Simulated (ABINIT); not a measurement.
BeTe:

```
CELL_PARAMETERS angstrom
0.00000 2.77000 2.77000
2.77000 0.00000 2.77000
2.77000 2.77000 0.00000
ATOMIC_POSITIONS crystal
Te 0.75000 0.75000 0.75000
Be 0.00000 0.00000 0.00000
```

| Item | Value |
| --- | --- |
| Program | ABINIT 10.8.3 (patched build) |
| Task | single point |
| Functional | PBE |
| Potentials or basis | JTH PAW PBE v2.0 |
| Cutoff | 517 eV |
| k mesh | 8 × 8 × 8 |
| Occupations | fermi-dirac, width 0.05 eV |
| Spin | no spin polarisation |

On this cell: pressure 4.4 GPa; largest force zero by symmetry; band gap on the k mesh 1.85 eV, indirect (least direct gap 3.64 eV).

The same run follows on a disturbed copy (atoms moved at random, drawn with an rms of 0.05 Å):

```
CELL_PARAMETERS angstrom
0.00000 2.77000 2.77000
2.77000 0.00000 2.77000
2.77000 2.77000 0.00000
ATOMIC_POSITIONS crystal
Te 0.75375 0.75807 0.73213
Be 0.00497 0.98669 0.00194
```

Question: What does the disturbed cell give?

Answer: The energy moves by +12.7 meV/atom; pressure 4.6 GPa; largest force 0.628 eV/Å; band gap on the k mesh 1.58 eV, indirect (least direct gap 3.23 eV).

Forces on the atoms (eV/Å):
```
Te   0.045  0.452 -0.433
Be  -0.045 -0.452  0.433
```

Stress tensor (GPa, compression positive):
```
 4.65  1.28 -1.34
 1.28  4.54 -0.12
-1.34 -0.12  4.55
```

Caveats: spin-orbit coupling is left out, which moves the levels of the heavy elements.

A k mesh can miss the band edges.
